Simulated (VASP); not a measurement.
Wanted: the native input for a VASP 6.6.1 run.

* Task: single point
* Functional: LDA
* Potentials or basis: VASP PAW LDA potentials, release 64 (Ni, O)
* Cutoff: 520 eV
* k mesh: 7 × 7 × 7
* Occupations: gaussian, width 0.05 eV
* Spin: non-collinear spin, random start, spin-orbit coupling
* Starting moments: [[-0.344, 0.39, -0.685], [0.0, 0.0, -0.0]] μB
* Hubbard terms: Ni d U = 5 eV
* Further INCAR settings: ALGO = Normal; EDIFF = 1e-06; NBANDS = 28

The structure of NiO lies in POSCAR:

```
NiO
1.0
    0.0000000000      2.2835484600      2.2835484600
    2.2835484600      0.0000000000      2.2835484600
    2.2835484600      2.2835484600      0.0000000000
Ni O
1 1
Direct
    0.0000000000      0.0000000000      0.0000000000
    0.2500000000      0.2500000000      0.2500000000
```

Measurements of this composition are mostly on another form, of space group No. 225.

The input as run:

INCAR

```
  PREC = Accurate
  ENCUT = 520
  EDIFF = 1E-6
  ISMEAR = 0
  SIGMA = 0.05
  LREAL = False
  LASPH = True
  NELM = 150
  ALGO = Normal
  ISIF = 2
  LWAVE = False
  LCHARG = False
  MAGMOM = -0.344 0.39 -0.685 0 0 0
  LORBIT = 11
  LSORBIT = True
  GGA_COMPAT = False
  LORBMOM = True
  LMAXMIX = 4
  LDAU = True
  LDAUTYPE = 2
  LDAUL = 2 -1
  LDAUU = 5 0
  LDAUJ = 0 0
  LDAUPRINT = 1
  NBANDS = 28
```

KPOINTS

```
Automatic mesh
0
Gamma
  7 7 7
```

Potentials or basis: VASP PAW LDA potentials, release 64 (Ni, O).

Command:

```console
$ cat potpaw_LDA.64/Ni/POTCAR potpaw_LDA.64/O/POTCAR > POTCAR
$ mpirun -np 1 vasp_ncl > vasp.out
```

It gave:

```json
{
  "Pressure": "-13.5 GPa",
  "Net moment": "1.99 μB per cell",
  "Valence electrons inside the program's atomic spheres": "Ni 9.04; O 4.96"
}
```

Caveat: a cell with one magnetic atom can't hold antiferromagnetic order, which such compounds often take.

Wall time 7.6 min on 1 thread of Intel(R) Xeon(R) 6975P-C (Granite Rapids), with other jobs on the host, peak memory 0.43 GiB.
